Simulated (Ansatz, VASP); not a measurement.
One calculation of SiC (Moissanite), two programs

File POSCAR:

```
SiC
1.0
    3.1363290418      0.0000000000      0.0000000000
   -1.5681645209      2.7161406248      0.0000000000
    0.0000000000      0.0000000000      5.1470055276
Si C
2 2
Direct
    0.6666666667      0.3333333333      0.5000000000
    0.3333333333      0.6666666667      0.0000000000
    0.6666666667      0.3333333333      0.8850000000
    0.3333333333      0.6666666667      0.3850000000
```

INCAR.step1

```
SYSTEM = SiC
PREC     = Accurate       ! precision mode
ENCUT    = 520            ! plane-wave cutoff, eV
ISMEAR   = -1             ! smearing method
SIGMA    = 0.05           ! smearing width, eV
LREAL    = .False.        ! projectors in reciprocal space
LASPH    = .True.         ! aspherical terms in the spheres
NELM     = 60             ! most SCF steps
NBANDS   = 16             ! bands
GGA      = PE             ! functional
ALGO     = Normal         ! electronic algorithm
EDIFF    = 1E-4           ! SCF threshold, eV
LWAVE    = .True.         ! write WAVECAR
LCHARG   = .False.        ! write CHGCAR
```

File INCAR.step2:

```
SYSTEM = SiC
PREC     = Accurate       ! precision mode
ENCUT    = 520            ! plane-wave cutoff, eV
EDIFF    = 1E-6           ! SCF threshold, eV
ISMEAR   = -1             ! smearing method
SIGMA    = 0.05           ! smearing width, eV
LREAL    = .False.        ! projectors in reciprocal space
LASPH    = .True.         ! aspherical terms in the spheres
NELM     = 60             ! most SCF steps
ALGO     = Normal         ! electronic algorithm
ISIF     = 2              ! what is computed and relaxed
LWAVE    = .False.        ! write WAVECAR
LCHARG   = .True.         ! write CHGCAR
METAGGA  = R2SCAN         ! meta-GGA
LMIXTAU  = .True.       
IVDW     = 12             ! dispersion correction
VDW_S6   = 1.0          
VDW_S8   = 0.78981345   
VDW_A1   = 0.49484001   
VDW_A2   = 5.73083694   
LELF     = .True.         ! ELF
LVHAR    = .True.       
NBANDS   = 16             ! bands
ISTART   = 1
```

KPOINTS

```
Automatic mesh
0
Gamma
  10 10 5
  0 0 0
```

Contents of input.yaml:

```yaml
crystal:
  lattice:
    - [3.1363290418, 0.0, 0.0]
    - [-1.5681645209, 2.7161406248, 0.0]
    - [0.0, 0.0, 5.1470055276]
  atoms:
    - { symbol: Si, position: [0.6666666667, 0.3333333333, 0.5] }
    - { symbol: Si, position: [0.3333333333, 0.6666666667, 0.0] }
    - { symbol: C, position: [0.6666666667, 0.3333333333, 0.885] }
    - { symbol: C, position: [0.3333333333, 0.6666666667, 0.385] }
hamiltonian:
  xc: r2scan
  pseudopotentials: { kind: paw }
  dispersion: d3bj
kpoints:
  mp_grid: { grid: [10, 10, 5] }
scf:
  occupations: { method: fermi_dirac, width: 0.05 }
output:
  forces: true
  stress: true
  eigenvalues: true
```

Alike in both runs: task single point; functional r2SCAN; dispersion D3(BJ); k mesh 10 × 10 × 5; occupations fermi-dirac, width 0.05 eV; no spin polarisation.

|  | VASP | Ansatz |
| --- | --- | --- |
| version | VASP 6.6.1 | Ansatz 0.2.0 |
| potentials or method | VASP PAW PBE potentials, release 64 (Si, C) | Ansatz PAW |
| plane-wave cutoff (eV) | 520 | 500 |
| valence electrons in the cell | 16 | 16 |

Ansatz gave:

```
gap on the k mesh at the Fermi level (eV)       : 2.89
least direct gap on the mesh (eV)               : 4.44
pressure (GPa)                                  : -13.6
largest component of the traceless stress (GPa) : 1.30
rms of the force components (eV/Å)              : 0.395
dispersion energy (meV/atom)                    : -133.2
```

**Question.** Estimate VASP's values.

**Answer.** gap on the k mesh at the Fermi level (eV): 2.89; least direct gap on the mesh (eV): 4.45; pressure (GPa): -13.8; largest component of the traceless stress (GPa): 1.27; rms of the force components (eV/Å): 0.395; dispersion energy (meV/atom): -133.1.

Atom by atom the forces differ by 0.000 eV/Å (rms over components).

Caveats: the PAW data sets were made with another functional, which shifts forces and pressure a little (VASP); an odd mesh through Γ misses points on the zone boundary, where band edges often lie (VASP); odd divisions of the mesh miss points on the zone boundary, where band edges often lie, so the gap on the mesh can be too wide (Ansatz); the PAW data sets come from PBE, with cores solved anew for the run's functional, which leaves a small shift of forces and pressure (Ansatz); the dispersion damping was fitted for another functional or another form of the correction (Ansatz). r2SCAN opens gaps a little over a GGA but as a rule still falls short of measured ones.
